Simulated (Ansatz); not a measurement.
# Electroresistance of ZrC/ZnO/HfC, part 3 of 3

Wanted: the change of resistance of ZrC/ZnO/HfC with the barrier's polarity. The lower electrode is ZrC rock salt(111), the upper one HfC rock salt(111); the barrier is ZnO wurtzite(0001) (whole bilayers). In the first transport cell, after relaxation, the nearest pair of electrode and barrier is C–O at 1.40 Å, along the normal, at the lower face and C–Zn at 2.01 Å, along the normal, at the upper one. All share a net of side 3.31 Å, which strains the lower electrode by -0.6 %, the upper one by +0.7 % and the barrier by +0.6 %, against typed lattice constants near PBE's. The first steps treat the bulk electrodes alone.

Ansatz 0.2.0; PBE DFT, plane waves, PAW files (the session's first sound run).

So far. Step 6 (Conductance on a fine mesh, polarity O face on the …): G = 3.6e12 S/m² (1/G = 0.275 Ω µm²). The largest error estimate is 63 %, from the leads' potential steps. In the worse lead the potential repeats within 54 meV, which the program flags as too much for a lead, so G carries that doubt. By hand, Landauer's formula with T at one energy: G = (e²/h) ΣT / A = 3.874e-5 S × 0.00787 / 9.488 Å² = 3.2e12 S/m², with T summed over both spins.

### 8. The open system: T(E), polarity Zn face on the lower electrode, gap between the electrodes 12.26 Å

This step: PBE DFT, plane waves, PAW files; ballistic transmission by layer matching between semi-infinite leads (Ansatz 0.2.0).

System of this step: ZrC/ZnO/HfC. The cell holds 38 atoms: 16 C, 7 Zr, 4 Zn, 4 O and 7 Hf. Its edges and angles: a = 3.310 Å, b = 3.310 Å, c = 63.671 Å, α = 90.0°, β = 90.0°, γ = 120.0°. Regions: left electrode, 15 atoms (8 C and 7 Zr); barrier, 8 atoms (4 Zn and 4 O); right electrode, 15 atoms (8 C and 7 Hf). Vacuum lies along c.

A wide window again for the changed junction, to set beside the first polarity.

Contents of input.yaml:

```yaml
crystal:
  lattice:
    - [3.31, 0.0, 0.0]
    - [-1.655, 2.8665440865, 0.0]
    - [0.0, 0.0, 63.6705798008]
  atoms:
    - { symbol: C, position: [0.66666667, 0.33333333, 0.1099408867] }
    - { symbol: Zr, position: [0.0, 0.0, 0.1313628019] }
    - { symbol: C, position: [0.33333333, 0.66666667, 0.152784717] }
    - { symbol: Zr, position: [0.66666667, 0.33333333, 0.1742066322] }
    - { symbol: C, position: [0.0, 0.0, 0.1956285473] }
    - { symbol: Zr, position: [0.33333333, 0.66666667, 0.2170504625] }
    - { symbol: C, position: [0.66666667, 0.33333333, 0.2384723776] }
    - { symbol: Zr, position: [0.0, 0.0, 0.2598942928] }
[... 26 atom lines left out ...]
    - { symbol: Hf, position: [0.0, 0.0, 0.8270012319] }
    - { symbol: C, position: [0.33333333, 0.66666667, 0.8480205257] }
    - { symbol: Hf, position: [0.66666667, 0.33333333, 0.8690398195] }
    - { symbol: C, position: [0.0, 0.0, 0.8900591133] }
kpoints:
  mp_grid: { grid: [12, 12, 1] }
scf:
  occupations: { method: fermi_dirac, width: 0.1 }
  max_iter: 150
hamiltonian:
  xc: pbe
output:
  transmission:
    kmesh: [12, 12]
    e_range: [-3, 3]
    de: 0.1
    leads: [[6, 8], [30, 32]]
  dos: { projected: true, e_range: [-6, 5], de: 0.05 }
  write_potential: true
  write_density: true
  volumetric_format: npy
```

Started as:

```sh
ansatz run input.yaml --threads 4 --pin off --max-ram 18432MiB --backend cpu --events-out ev --progress --plain --runs-dir out
```

Elapsed: 4.4 min, on 4 threads of Arm Neoverse V2, shared host; peak memory 5 GiB; 17 min of CPU time.

Numbers from this step:

```yaml
free_energy: -158908.7601 eV
fermi_energy: 10.46 eV
transmission_at_the_fermi_level_a_spin_zone_mean: 0.005462
channels_of_the_lower_lead: 0.25
channels_of_the_upper_lead: 0.25
potential_step_in_the_lower_lead: 55.1 meV
potential_step_in_the_upper_lead: 53.7 meV
```

One spin. The transmission, zone mean by energy, zero at the Fermi level:

```
energy (eV)  transmission, zone mean
      -3.00                   0.0424
      -2.90                   0.0587
      -2.80                   0.0358
      -2.60                   0.0246
      -2.50                   0.0571
      -2.40                   0.0281
      -2.20                   0.0598
      -2.00                   0.0248
      -1.80                   0.0316
      -1.60                   0.0218
      -1.30                  0.00433
      -1.10                  0.00404
      -0.90                  0.00562
      -0.70                  0.00750
      -0.50                   0.0129
      -0.30                   0.0210
      -0.10                   0.0167
       0.00                  0.00546
       0.10                  0.00239
       0.30                  0.00232
       0.50                  0.00285
       0.70                  0.00491
       0.90                  0.00120
       1.10                  0.00853
       1.30                   0.0111
       1.60                   0.0353
       1.80                   0.0508
       2.00                   0.0585
       2.20                   0.0805
       2.40                    0.120
       2.50                    0.131
       2.60                    0.119
       2.80                    0.122
       3.00                    0.224
```

One spin. The open channels, zone mean by energy, zero at the Fermi level:

```
energy (eV)  lower lead  upper lead
      -3.00       0.924       0.646
      -2.80        1.04        1.46
      -2.70        1.38        1.62
      -2.50        1.83        2.02
      -2.40        2.21        2.19
      -2.20        2.21        2.02
      -2.00        1.94        1.85
      -1.90        1.77        1.69
      -1.70        1.58        1.54
      -1.50        1.42        1.42
      -1.40        1.42        1.29
      -1.20        1.08        1.12
      -1.10        1.08        1.08
      -0.90       0.833       0.833
      -0.70       0.833       0.833
      -0.60       0.667       0.667
      -0.40       0.542       0.458
      -0.20       0.292        0.25
      -0.10       0.333       0.271
       0.00        0.25        0.25
       0.10       0.292       0.417
       0.20       0.542         0.5
       0.40       0.458       0.458
       0.60       0.542       0.583
       0.70       0.667       0.667
       0.90       0.785        0.75
       1.10       0.944       0.771
       1.20       0.958       0.938
       1.40       0.958       0.951
       1.50        1.04           1
       1.70        1.21        1.21
       1.90        1.29        1.21
       2.00        1.29        1.33
       2.20        1.38        1.29
       2.40        1.46        1.38
       2.50         1.5        1.46
       2.70        1.54        1.46
       2.80        1.68        1.67
       3.00        1.97        1.71
```

Transmission over k1 and k2. At 0.0000 eV from the Fermi level; zeros and values more than six decades under the largest are shown at that floor.

log10 of the mean of each cell; the least values stand at a floor. Values, 12 rows by 12 columns:
```
-6.5 -3.7 -6.5 -6.5 -6.5 -6.5 -3.7 -6.5 -6.5 -6.5 -6.5 -6.5
-6.5 -6.5 -3.7 -6.5 -6.5 -6.5 -3.7 -6.5 -6.5 -6.5 -6.5 -6.5
-6.5 -6.5 -6.5 -3.7 -6.5 -6.5 -3.7 -6.5 -6.5 -6.5 -6.5 -6.5
-6.5 -6.5 -6.5 -6.5 -6.5 -6.5 -6.5 -6.5 -6.5 -6.5 -6.5 -6.5
-6.5 -6.5 -6.5 -6.5 -6.5 -1.1 -1.1 -6.5 -6.5 -6.5 -6.5 -6.5
-6.5 -3.7 -3.7 -3.7 -6.5 -1.1 -0.5 -1.1 -6.5 -3.7 -3.7 -3.7
-6.5 -6.5 -6.5 -6.5 -6.5 -6.5 -1.1 -1.1 -6.5 -6.5 -6.5 -6.5
-6.5 -6.5 -6.5 -6.5 -6.5 -6.5 -6.5 -6.5 -6.5 -6.5 -6.5 -6.5
-6.5 -6.5 -6.5 -6.5 -6.5 -6.5 -3.7 -6.5 -6.5 -3.7 -6.5 -6.5
-6.5 -6.5 -6.5 -6.5 -6.5 -6.5 -3.7 -6.5 -6.5 -6.5 -3.7 -6.5
-6.5 -6.5 -6.5 -6.5 -6.5 -6.5 -3.7 -6.5 -6.5 -6.5 -6.5 -3.7
-6.5 -6.5 -6.5 -6.5 -6.5 -6.5 -6.5 -6.5 -6.5 -6.5 -6.5 -6.5
```
Columns: k1 (b1) from -0.5 to 0.417; rows upwards: k2 (b2) from -0.5 to 0.417.

Open channels of the lower lead over k1 and k2. At 0.0000 eV from the Fermi level.

Ten even steps from '0' (0.00) to '9' (3.00):
```
030000300000
003000300000
000300300000
000000000000
000006600000
333306960333
000000660000
000000000000
000000300300
000000300030
000000300003
300000300000
```
Columns: k1 (b1) from -0.5 to 0.417; rows upwards: k2 (b2) from -0.5 to 0.417.

Open channels of the upper lead over k1 and k2. At 0.0000 eV from the Fermi level.

Ten even steps from '_' (0.00) to '@' (3.00):
```
__--________--__________
____--______--__________
______--____--__________
________________________
__________****__________
--------__**@@**__------
____________****________
________________________
____________--____--____
____________--______--__
____________--________--
--__________--__________
```
Columns: k1 (b1) from -0.5 to 0.417; rows upwards: k2 (b2) from -0.5 to 0.417.

Projected DOS an atom over height of the atomic layer and energy from the Fermi level. Layers: C Zr C Zr C Zr C Zr C Zr C Zr C Zr C Zn O Zn O Zn O Zn O C Hf C Hf C Hf C Hf C Hf C Hf C Hf C; projections on atoms miss part of the total, and the computed bands can run out at the top of the range; a column is the mean of 3 neighbouring layers, the last of those left over.

Values in states/eV, 22 rows by 13 columns, each cell a mean:
```
0.6 1.1 0.7 1.1 0.5 0.2 0.1 0.1 0.7 0.4 0.6 0.4 0.5
0.6 1.1 0.6 1.0 0.5 0.2 0.1 0.1 0.7 0.4 0.6 0.4 0.5
0.5 0.8 0.5 0.8 0.4 0.2 0.2 0.2 0.6 0.3 0.6 0.3 0.5
0.4 0.6 0.4 0.6 0.4 0.1 0.2 0.2 0.5 0.3 0.5 0.3 0.4
0.4 0.5 0.4 0.5 0.3 0.1 0.1 0.2 0.4 0.3 0.5 0.3 0.3
0.3 0.5 0.3 0.5 0.2 0.1 0.1 0.1 0.4 0.3 0.3 0.3 0.3
0.2 0.4 0.3 0.4 0.1 0.1 0.1 0.1 0.3 0.2 0.3 0.2 0.2
0.2 0.3 0.3 0.3 0.1 0.0 0.1 0.1 0.3 0.2 0.3 0.2 0.2
0.3 0.2 0.2 0.2 0.1 0.0 0.0 0.1 0.2 0.2 0.2 0.2 0.3
1.1 0.2 0.2 0.2 0.7 0.0 0.0 0.4 0.3 0.1 0.1 0.3 1.3
0.7 0.1 0.2 0.2 0.5 0.0 0.0 0.6 0.3 0.1 0.1 0.2 0.9
0.5 0.2 0.3 0.2 0.7 0.1 0.0 0.2 0.2 0.3 0.2 0.2 0.8
0.6 0.4 0.5 0.4 0.5 0.3 0.0 0.2 0.3 0.4 0.4 0.4 0.7
0.9 0.7 0.8 0.7 0.7 0.7 0.3 0.2 0.5 0.6 0.6 0.5 0.8
1.2 1.7 2.0 1.8 1.3 0.9 0.5 0.1 1.0 1.2 1.2 1.2 0.7
0.7 1.0 0.9 0.9 0.9 0.7 1.1 0.1 1.3 1.7 1.5 1.6 0.5
0.4 0.4 0.4 0.4 0.4 0.5 1.2 0.1 0.5 0.4 0.3 0.6 0.3
0.4 0.5 0.5 0.5 0.4 0.4 0.8 0.1 0.3 0.4 0.3 0.5 0.2
0.2 0.4 0.4 0.4 0.3 0.9 0.9 0.2 0.4 0.5 0.4 0.5 0.2
0.1 0.2 0.2 0.1 0.1 0.4 0.5 0.5 0.3 0.4 0.4 0.4 0.1
0.0 0.0 0.0 0.0 0.2 3.5 0.7 0.9 0.1 0.2 0.2 0.2 0.0
0.0 0.0 0.0 0.0 0.1 3.8 0.7 0.9 0.2 0.1 0.1 0.1 0.0
```
Columns: height of the atomic layer (Å) from 8.36 to 56 (not evenly spaced); rows upwards: energy from the Fermi level (eV) from -6 to 5.

At the Fermi level the transmission is 0.0055, as a zone mean for one spin on this coarse mesh. At the Fermi level the layers of this cell's barrier hold from 0.016 to 0.31 states an eV and atom. In the worse lead the potential repeats within 55 meV, which the program flags as too much for a lead, so G carries that doubt.

### 9. Conductance, polarity Zn face on the lower electrode, gap between the electrodes 12.26 Å

The conductance of the changed junction, on the mesh and energies of the first conductance run.

input.yaml, as its differences from that of step 8:

```diff
@@ -53,9 +53,5 @@
   transmission:
-    kmesh: [12, 12]
-    e_range: [-3, 3]
-    de: 0.1
+    kmesh: [30, 30]
+    e_range: [-0.26, 0.27]
+    de: 0.0375
     leads: [[6, 8], [30, 32]]
-  dos: { projected: true, e_range: [-6, 5], de: 0.05 }
-  write_potential: true
-  write_density: true
-  volumetric_format: npy
```

Wall time 4.2 min (4 threads); peak memory 4.2 GiB.

This step gave:

| Quantity | Value |
| --- | --- |
| transmission at the Fermi level (a spin, zone mean) | 0.005722 |
| channels of the lower lead | 0.3 |
| channels of the upper lead | 0.3867 |
| ballistic conductance of the lower lead | 2.41e14 S/m² |
| ballistic conductance of the upper lead | 3.05e14 S/m² |
| junction conductance | 5.26e12 S/m² |
| error estimates by source, in the log's order | 8.3, 1, 22.9, 190.2, 19.2 % |
| resistance-area product beyond the leads | 0.1865 Ω um² |

One spin. Transmission, zone mean against energy, zero at the Fermi level:

```
energy (eV)  transmission, zone mean
     -0.260                   0.0186
     -0.223                   0.0164
     -0.185                   0.0174
     -0.147                   0.0135
     -0.110                   0.0127
     -0.072                  0.00872
     -0.035                  0.00730
      0.003                  0.00572
      0.040                  0.00528
      0.077                  0.00501
      0.115                  0.00477
      0.152                  0.00435
      0.190                  0.00462
      0.228                  0.00334
      0.265                  0.00329
```

One spin. Table of open channels, zone mean by energy, zero at the Fermi level:

```
energy (eV)  lower lead  upper lead
     -0.260       0.333        0.34
     -0.223        0.32       0.313
     -0.185         0.3       0.327
     -0.147        0.32       0.317
     -0.110       0.307       0.317
     -0.072       0.273       0.353
     -0.035       0.253       0.387
      0.003         0.3       0.387
      0.040       0.323       0.373
      0.077        0.34       0.387
      0.115       0.367         0.4
      0.152       0.393        0.44
      0.190       0.373        0.44
      0.228       0.413       0.467
      0.265        0.44       0.467
```

Transmission over k1 and k2. At 0.0025 eV from the Fermi level; zeros and values more than six decades under the largest are shown at that floor.

log10 of the mean of each cell; the least values stand at a floor. Values, 12 rows by 16 columns:
```
-4.4 -4.2 -4.9 -6.5 -6.5 -6.5 -6.5 -5.0 -4.0 -6.5 -6.5 -6.5 -6.5 -6.5 -6.5 -6.5
-6.5 -4.6 -3.5 -3.6 -4.8 -6.5 -4.9 -3.5 -3.6 -4.8 -6.5 -6.5 -6.5 -6.5 -6.5 -6.5
-6.5 -6.5 -3.8 -3.5 -3.7 -5.4 -6.5 -3.7 -3.5 -3.9 -6.5 -6.5 -6.5 -6.5 -6.5 -6.5
-6.5 -6.5 -6.5 -4.7 -4.3 -5.2 -6.5 -5.1 -4.2 -5.2 -6.5 -6.5 -6.5 -6.5 -6.5 -6.5
-6.5 -6.5 -4.4 -5.2 -6.5 -6.5 -1.9 -1.3 -1.5 -3.6 -6.5 -6.5 -4.5 -4.7 -6.5 -6.5
-4.4 -4.1 -3.5 -3.6 -4.0 -5.8 -1.5 -0.6 -0.6 -1.1 -2.7 -4.1 -3.5 -3.5 -4.0 -4.1
-6.5 -5.5 -4.1 -3.5 -3.8 -5.0 -3.3 -1.2 -0.7 -0.9 -2.5 -5.1 -3.9 -3.6 -3.8 -5.5
-6.5 -6.5 -6.5 -6.5 -6.5 -6.5 -6.5 -6.5 -2.2 -2.3 -3.0 -6.5 -6.5 -6.5 -6.5 -6.5
-6.5 -6.5 -6.5 -6.5 -6.5 -6.5 -5.7 -3.8 -4.0 -5.2 -6.5 -4.2 -3.8 -4.3 -6.5 -6.5
-6.5 -6.5 -6.5 -6.5 -6.5 -6.5 -5.0 -3.4 -3.5 -4.2 -6.5 -4.7 -3.6 -3.4 -3.9 -6.5
-6.5 -6.5 -6.5 -6.5 -6.5 -6.5 -6.5 -4.8 -3.7 -4.1 -6.5 -6.5 -4.6 -3.8 -4.0 -4.7
-6.5 -6.5 -6.5 -6.5 -6.5 -6.5 -6.5 -6.5 -4.2 -6.5 -6.5 -6.5 -6.5 -6.5 -5.4 -4.2
```
Columns: k1 (b1) from -0.5 to 0.467; rows upwards: k2 (b2) from -0.5 to 0.467.

G = 5.3e12 S/m² (1/G = 0.190 Ω µm²), 1.4 times the step before of this kind, a change inside the error estimates. The largest error estimate is 190 %, from the leads' potential steps. In the worse lead the potential repeats within 55 meV, which the program flags as too much for a lead, so G carries that doubt.

### 10. Electroresistance

This step: Tunnel electroresistance (G_up - G_down) / G_down from the conductances of both polarities, PBE DFT, plane waves, PAW files (Ansatz 0.2.0).

No new run: the two polarities are divided.

This step gave:

| Property | Result |
| --- | --- |
| conductance, first polarity (S/m²) | 3.63e12 |
| conductance, second polarity (S/m²) | 5.26e12 |
| electroresistance | -31 % |

The two conductances carry error estimates of up to 63 % and 190 %, which the ratio inherits.

### 11. A repeat with changed settings

This step: PBE DFT, plane waves, PAW files; ballistic transmission by layer matching between semi-infinite leads; changed: output.transmission.leads = null (Ansatz 0.2.0).

System of this step: ZrC/ZnO/HfC. The cell holds 38 atoms: 16 C, 7 Zr, 4 O, 4 Zn and 7 Hf. Cell: a = 3.310 Å, b = 3.310 Å, c = 63.800 Å, α = 90.0°, β = 90.0°, γ = 120.0°. Regions: left electrode, 15 atoms (8 C and 7 Zr); barrier, 8 atoms (4 O and 4 Zn); right electrode, 15 atoms (8 C and 7 Hf). Vacuum lies along c.

This run repeats an earlier one, its twin (the spectrum run, 8 atomic planes between the electrodes, O face on the lower electrode), with one setting changed (output.transmission.leads; files written aside). It is meant to test whether the program finds a usable lead, or takes the one named. Where the input is shown as a difference, that is against the step before, not the twin.

Contents of input.yaml:

```yaml
crystal:
  lattice:
    - [3.31, 0.0, 0.0]
    - [-1.655, 2.8665440865, 0.0]
    - [0.0, 0.0, 63.7995593723]
  atoms:
    - { symbol: C, position: [0.66666667, 0.33333333, 0.1097186261] }
    - { symbol: Zr, position: [0.0, 0.0, 0.1310972339] }
    - { symbol: C, position: [0.33333333, 0.66666667, 0.1524758417] }
    - { symbol: Zr, position: [0.66666667, 0.33333333, 0.1738544495] }
    - { symbol: C, position: [0.0, 0.0, 0.1952330573] }
    - { symbol: Zr, position: [0.33333333, 0.66666667, 0.2166116651] }
    - { symbol: C, position: [0.66666667, 0.33333333, 0.237990273] }
    - { symbol: Zr, position: [0.0, 0.0, 0.2593688808] }
[... 26 atom lines left out ...]
    - { symbol: Hf, position: [0.0, 0.0, 0.8273509727] }
    - { symbol: C, position: [0.33333333, 0.66666667, 0.8483277731] }
    - { symbol: Hf, position: [0.66666667, 0.33333333, 0.8693045735] }
    - { symbol: C, position: [0.0, 0.0, 0.8902813739] }
kpoints:
  mp_grid: { grid: [12, 12, 1] }
scf:
  occupations: { method: fermi_dirac, width: 0.1 }
  max_iter: 150
hamiltonian:
  xc: pbe
output:
  transmission: { kmesh: [12, 12], e_range: [-4, 2], de: 0.1 }
  dos: { projected: true, e_range: [-6, 5], de: 0.05 }
  write_potential: true
  write_density: true
  volumetric_format: npy
```

Run time: 5.4 min. Hardware: 4 threads; peak memory 5 GiB.

This number moved little. The transmission at the Fermi level, both spins, is 0.0146 against 0.0146 in the twin: no change within 1 %.

The two runs compared:

```
                                           quantity   this run  sound run  difference
transmission at the Fermi level (a spin, zone mean)  0.0072875  0.0072875     1.0e-12
```

### 12. Outcome

```json
{
 "conductance, O face on the lower electrode": "3.6e12 S/m²",
 "conductance, Zn face on the lower electrode": "5.3e12 S/m²"
}
```

What this shows: The two polarities differ in conductance by a factor of 1.4, which is small. The polarity here is that of growth: the two cells are two junctions, and whether a field could switch one into the other isn't tested. The program's largest error estimate on these conductances is 190 %, from the leads' potential steps, in the run that gave 5.3e12 S/m², so that value may be off by a large factor, and what is derived from it shares the doubt. In 2 of these 2 runs a lead's potential steps by more than 25 meV, which the program flags as too much. No spin-orbit coupling, phonons, disorder or image charges enter; the interfaces are ordered, one cell wide and lattice-matched by strain. Semilocal gaps are too small, which can bring a band edge of the barrier nearer to the Fermi level than it is.

[Logs are printed without paths, hosts, clocks, repeated set-up lines and the standing remarks that a program may print on its own settings, such as how far it seeks lower states.]

[Hosts, paths, dates, database ids (printed as entryN), source tags and the programs' standing remarks are cut or masked in the printed files.]
